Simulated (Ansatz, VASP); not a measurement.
**HgTe: VASP beside Ansatz**

```
CELL_PARAMETERS angstrom
0.00000 2.91816 2.91816
2.91816 0.00000 2.91816
2.91816 2.91816 0.00000
ATOMIC_POSITIONS crystal
Hg 0.00000 0.00000 0.00000
Te 0.25000 0.25000 0.25000
```

Change from the starting cell: volume scaled by 0.72, PAW files.

Alike in both runs: task single point; functional PBEsol; k mesh 12 × 12 × 12; occupations fermi-dirac, width 0.05 eV; no spin polarisation.

|  | VASP | Ansatz |
| --- | --- | --- |
| version | VASP 6.6.1 | Ansatz 0.2.0 |
| potentials or method | VASP PAW PBE potentials, release 64 (Hg, Te) | PAW with Ansatz's default frozen-core files, scalar-relativistic |
| plane-wave cutoff (eV) | 520 | 420 |
| valence electrons in the cell | 18 | 36 |

Ansatz gave:

| Quantity | Value |
| --- | --- |
| pressure (GPa) | 32.0 |

**Question.** Estimate VASP's values.

**Answer.** Pressure (GPa): 32.5.

The two sets of potentials don't hold the same shells in valence.

Caveats: so large a pressure means that the cell lies far from this level's equilibrium, or that cutoff or potentials fall short (VASP); the potentials were made for another functional, which shifts forces and pressure (VASP). The runs have no spin-orbit coupling, so splittings on Hg, Te are missing.
